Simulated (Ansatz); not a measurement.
# ZnS (R3m): single point

What energy and properties does ZnS (R3m) have at the given structure? A script is to give a single point; the system is ZnS (R3m).

Program: Ansatz 0.2.0 through its Python package. Level of theory: DFT PBEsol, plane waves, PAW. These are calculated values, not measurements.

### 1 The structure

The structure is trigonal, space group R3m (No. 160). Conventional cell: a = 3.830 Å, b = 3.830 Å, c = 46.880 Å, α = 90.00°, β = 90.00°, γ = 120.00°. Around Zn (site symmetry 3m) lie 4 S at 2.34 to 2.35 Å. S (site symmetry 3m) has 4 Zn at 2.34 to 2.35 Å as nearest neighbours. Only part of the 10 independent sites is listed.

The script holds or builds the structure itself.

### 2 Script

File scf_zns.py:

```python
"""SCF run for ZnS."""

from pathlib import Path

import ansatz as az
import numpy as np


def main() -> None:
    lattice = az.Lattice.of(
        [1.915, 1.105626, 15.626663],
        [-1.915, 1.105626, 15.626663],
        [0.0, -2.211252, 15.626663],
    )
    sites = [
        ("Zn", [0.0, 0.0, 0.0]),
        ("Zn", [0.733337, 0.733337, 0.733337]),
        ("Zn", [0.466663, 0.466663, 0.466663]),
        ("Zn", [0.866667, 0.866667, 0.866667]),
        ("Zn", [0.600003, 0.600003, 0.600003]),
        ("S", [0.05, 0.05, 0.05]),
        ("S", [0.783337, 0.783337, 0.783337]),
        ("S", [0.516663, 0.516663, 0.516663]),
        ("S", [0.916667, 0.916667, 0.916667]),
        ("S", [0.650003, 0.650003, 0.650003]),
    ]
    structure = az.Crystal(lattice=lattice)
    for symbol, position in sites:
        structure = structure.atom(symbol, position)

    # the calculation
    job = (
        structure.calculation()
        .functional(az.Functional.PBESOL)
        .pseudopotentials("paw")
        .basis(510)  # plane waves up to this kinetic energy
        .kpoints(6)
        .occupations("fixed")
        .band_table()  # levels at the mesh points
        .density()  # keep the density on its grid
        .density_of_states(energy_step=0.05, method="smearing", broadening_width=0.2, projected=True)
    )
    result = job.run()
    r = result.report

    print(f"free energy      {r['free_energy_ev']:.5f} eV")
    print(f"per atom         {r['free_energy_ev'] / len(result.lattice.sites):.5f} eV")
    print(f"SCF iterations   {r['n_iterations']}  (converged: {r['converged']})")

    # direct or indirect, as far as the mesh can tell
    levels = np.array(r["eigenvalues_ev"])
    filled = round(r["n_electrons"] / 2)
    top, bottom = levels[:, filled - 1], levels[:, filled]
    print("top of band", filled, "at k =", r["kpoints_frac"][top.argmax()], f"{top.max():.4f} eV")
    print("bottom of band", filled + 1, "at k =", r["kpoints_frac"][bottom.argmin()], f"{bottom.min():.4f} eV")
    print(f"gap by band count {bottom.min() - top.max():.3f} eV, least direct gap {(bottom - top).min():.3f} eV")

    rho = result.density()
    total = sum(ch.density_e_per_ang3 for ch in rho.channels[:2]) if len(rho.channels) < 3 else rho.channels[0].density_e_per_ang3
    print("grid", rho.dims, "electrons", round(float(total.mean() * rho.cell_volume_ang3), 4))
    profile = total.mean(axis=(0, 1))
    print("planar average along grid axis 2 (e/A^3):")
    print(np.array2string(profile[:: max(len(profile) // 16, 1)], precision=4))

    # d-band centre and width over a window about the Fermi level
    dos = result.density_of_states()
    energy = np.asarray(dos.energies_ev) - dos.fermi_ev
    window = (energy > -10) & (energy < 4)
    for index, site in enumerate(result.projected_density_of_states().sites):
        for shell in site.shells:
            if shell.l == 2:
                g = sum(np.sum(part.g_bin_mean_per_ev, axis=0) for part in shell.curves)[window]
                if g.sum() > 1e-6:
                    centre = (g * energy[window]).sum() / g.sum()
                    width = np.sqrt((g * (energy[window] - centre) ** 2).sum() / g.sum())
                    print(f"site {index} {site.species} {shell.label}: centre {centre:.3f} eV, rms width {width:.3f} eV")

    lines = ["| quantity | value |", "|---|---|"]
    lines.append(f"| free energy per atom | {r['free_energy_ev'] / len(result.lattice.sites):.4f} eV |")
    lines.append(f"| Fermi level | {r['fermi_energy_ev']:.3f} eV |")
    lines.append(f"| volume per atom | {r['setup']['cell_volume_ang3'] / len(result.lattice.sites):.3f} A^3 |")
    lines.append(f"| valence electrons | {r['n_electrons']:g} |")
    Path("summary.md").write_text("\n".join(lines) + "\n")


if __name__ == "__main__":
    main()
```

### 3 Running it

Launch:

```bash
$ python scf_zns.py
```

The program printed:

```text
free energy      -20837.13745 eV
per atom         -2083.71374 eV
SCF iterations   8  (converged: True)
top of band 45 at k = [0.0, 0.0, 0.0] 5.6142 eV
bottom of band 46 at k = [0.0, 0.0, 0.0] 7.6247 eV
gap by band count 2.011 eV, least direct gap 2.011 eV
grid (30, 120, 30) electrons 90.0
planar average along grid axis 2 (e/A^3):
[0.5329 0.4624 0.3695 0.2843 0.2243 0.188  0.1674 0.1574 0.1573 0.1692
 0.1989 0.2538 0.3347 0.4237 0.4913 0.5271 0.5518 0.5833 0.611  0.6226
 0.63   0.6455 0.6567 0.6518 0.6431 0.6432 0.6394 0.6186 0.5921 0.5695]
site 0 Zn 3D: centre -5.799 eV, rms width 0.920 eV
site 1 Zn 3D: centre -5.797 eV, rms width 0.919 eV
site 2 Zn 3D: centre -5.812 eV, rms width 0.919 eV
site 3 Zn 3D: centre -5.805 eV, rms width 0.919 eV
site 4 Zn 3D: centre -5.802 eV, rms width 0.920 eV
```

It took 65 s on 1 thread of Arm Neoverse V1, shared host; peak memory 0.66 GiB.

File summary.md afterwards:

```text
| quantity | value |
|---|---|
| free energy per atom | -2083.7137 eV |
| Fermi level | 5.614 eV |
| volume per atom | 19.852 A^3 |
| valence electrons | 90 |
```

### 4 The run's own record

The report of the run holds:

```csv
item,value
SCF cycles in all,8
k-points solved,32
plane waves,5175
bands,55
valence electrons,90
free energy (eV),-20837.13745
Fermi level (eV),5.614
"lowest empty less highest filled level on the mesh, by band count (eV)",2.011
```

### 5 The density of states that the run wrote

From dos.tsv among the run's results, states per cell in windows of 2 eV from the Fermi level (on a coarse mesh the curve is spiky, and it ends where the bands solved end):

```csv
from,to,states
-10,-8,0.00
-8,-6,27.47
-6,-4,28.84
-4,-2,9.83
-2,0,13.78
0,2,0.09
2,4,3.59
4,6,13.04
6,8,3.37
```

### 6 The command-line twin

The engine's input of that run, saved to a file, gives the whole log.

File input.yaml:

```yaml
crystal:
  lattice:
    - [1.915, 1.105626, 15.626663]
    - [-1.915, 1.105626, 15.626663]
    - [0.0, -2.211252, 15.626663]
  atoms:
    - { symbol: Zn, position: [0.0, 0.0, 0.0] }
    - { symbol: Zn, position: [0.733337, 0.733337, 0.733337] }
    - { symbol: Zn, position: [0.466663, 0.466663, 0.466663] }
    - { symbol: Zn, position: [0.866667, 0.866667, 0.866667] }
    - { symbol: Zn, position: [0.600003, 0.600003, 0.600003] }
    - { symbol: S, position: [0.05, 0.05, 0.05] }
    - { symbol: S, position: [0.783337, 0.783337, 0.783337] }
    - { symbol: S, position: [0.516663, 0.516663, 0.516663] }
    - { symbol: S, position: [0.916667, 0.916667, 0.916667] }
    - { symbol: S, position: [0.650003, 0.650003, 0.650003] }
basis:
  ecutwfc: 510.0
kpoints:
  mp_grid: { grid: [6, 6, 6] }
hamiltonian:
  xc: pbesol
  pseudopotentials: { kind: paw }
scf:
  occupations: { method: fixed }
output:
  write_density: true
  dos: { de: 0.05, method: { smearing: { sigma: 0.2 } }, projected: true }
  eigenvalues: true
```

Launch:

```bash
$ ansatz run input.yaml --threads 1 --pin off --max-ram 3072MiB --backend cpu --events-out ev --progress --plain --runs-dir out
```

The program printed (excerpt; [...] marks lines left out):

```text
Warning: RAYON_NUM_THREADS=1 ignored (pool sized by the plan → 1); use --threads N
[...]
Pseudopotentials: kind: paw
Pseudopotential: Zn, paw, valence charge 12, recommended cutoff 420 eV (normal), Zn.paw.azcp
Pseudopotential: S, paw, valence charge 6, recommended cutoff 420 eV (normal), S.paw.azcp
Functional definition: PBEsol
[...]
Crystal: 10 atoms, lattice volume = 198.516 Å³
Basis set: ecut = 510 eV, 5175 PW (Γ), FFT grids on a1−a2, a2, −a2+a3
Bands: 55, of which v1, the nominal top of the filled ones, is band 45 counted from 1 (44 counted from 0)
Symmetry: 6 space group operations
Space group: R3m (ITA 160), of the structure as read, at distance tolerance 5.8e-5 Å
k-points: 32 of 216 (time reversal used)
[...]
SCF iter   1: F=—  HF=-20837.159201 eV  |F-HF|=—  |Δ(HF+E_count)|=         —  Δρ=5.19e-3  dr2=6.64e-2  ethr=1.77e-3  ⟨swp⟩=4.7  Hψ=6472  notcnv=0  defer=189
[...]
SCF iter   8: F=-20837.137449 eV  HF=-20837.137449 eV  |F-HF|=1.49e-8  |Δ(HF+E_count)|=   5.42e-8  Δρ=6.96e-6  dr2=6.82e-8  ethr=1.11e-10  ⟨swp⟩=12.8  Hψ=8526  notcnv=0
[...]
SCF converged after 8 iterations
Free energy (F): -20837.137449 eV
[...]
E sigma→0 (E₀):  -20837.137449 eV
Fermi energy:    5.614188 eV
[...]
--- Band table (eV; the first three rows and the last of 32) ---
[...]
```

Run time: 63 s. Hardware: 1 thread of Arm Neoverse V1, shared host; peak memory 0.59 GiB.

Script and command line differ by 0.000 meV in the energy.

### 7 Results

| quantity | value |
| --- | --- |
| free energy | -20837.1374 eV (-2083.7137 eV/atom) |
| gap on the mesh | 2.01 eV |

What this shows: On the mesh the gap is 2.01 eV; the true edges may lie between its points. Gaps at this rung are as a rule too small against experiment. What to keep in mind:
- Under fixed occupations the level called the Fermi level is the highest filled one on the SCF mesh; off the mesh a filled band can lie a little above it.
- Projections exist only for the shells that the potentials hold, some of them semicore, and samples at single energies can miss narrow peaks.
- The crystal has a gap of about 2.01 eV on the mesh; any density of states at or just above the Fermi level is the tail of the broadening.
- Densities and potentials on the grid are those of the valence electrons, and inside the cores they hang on the potentials used.
- Gaps and levels are Kohn-Sham values on a finite set of k-points.
- The computed bands are complete only to about 5.9 eV above the Fermi level; beyond that the density of states is undercounted.
- A band centre counts only the states inside the window taken.
